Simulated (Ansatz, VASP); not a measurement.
# H in VASP and in Ansatz

File INCAR:

```
  ALGO = Normal
  EDIFF = 1E-6
  ENCUT = 520
  GGA = PE
  ISIF = 2
  ISMEAR = 0
  LASPH = True
  LCHARG = True
  LELF = True
  LREAL = False
  LVHAR = True
  LWAVE = False
  NBANDS = 10
  NELM = 80
  PREC = Accurate
  SIGMA = 0.05
```

File KPOINTS:

```
k-points
0
Gamma
  9 9 6
```

Contents of POSCAR:

```
H
1.0
    3.7441271620      0.0000000000      0.0000000000
   -1.8720635810      3.2425092373      0.0000000000
    0.0000000000      0.0000000000      5.0466615500
H
4
Direct
    0.3333333333      0.6666666667      0.1764958800
    0.6666666667      0.3333333333      0.6764958800
    0.6666666667      0.3333333333      0.8235041200
    0.3333333333      0.6666666667      0.3235041200
```

Input for Ansatz:

```yaml
crystal:
  lattice:
    - [3.744127162, 0.0, 0.0]
    - [-1.872063581, 3.2425092373, 0.0]
    - [0.0, 0.0, 5.04666155]
  atoms:
    - { symbol: H, position: [0.3333333333, 0.6666666667, 0.17649588] }
    - { symbol: H, position: [0.6666666667, 0.3333333333, 0.67649588] }
    - { symbol: H, position: [0.6666666667, 0.3333333333, 0.82350412] }
    - { symbol: H, position: [0.3333333333, 0.6666666667, 0.32350412] }
basis:
  ecutwfc: 420
kpoints:
  mp_grid: { grid: [9, 9, 6] }
hamiltonian:
  xc: pbe
scf:
  occupations: { method: gaussian, width: 0.05 }
output:
  forces: true
  stress: true
  eigenvalues: true
```

Change from the starting cell: strain -0.025 along x and y, +0.000 along z, atoms carried along.

Alike in both runs: task single point; functional PBE; k mesh 9 × 9 × 6; occupations gaussian, width 0.05 eV; no spin polarisation.

```csv
,VASP,Ansatz
version,VASP 6.6.1,Ansatz 0.2.0
potentials or method,"VASP PAW PBE potentials, release 64 (H)","scalar-relativistic, plane waves, PAW"
plane-wave cutoff (eV),520,420
valence electrons in the cell,4,4
```

|  | VASP | Ansatz | Ansatz less VASP |
| --- | --- | --- | --- |
| gap on the k mesh at the Fermi level (eV) | 9.27 | 9.27 | -0.001 |
| least direct gap on the mesh (eV) | 9.27 | 9.27 | -0.001 |
| pressure (GPa) | 0.3 | 0.5 | +0.17 |
| largest component of the traceless stress (GPa) | 0.75 | 0.81 | +0.063 |
| rms of the force components (eV/Å) | 0.171 | 0.178 | +0.0074 |

Atom by atom the forces differ by 0.007 eV/Å (rms over components). The functional is the same, so the differences come from potentials, cutoffs and numerics.

Caveats: an odd mesh through Γ misses points on the zone boundary, where band edges often lie.
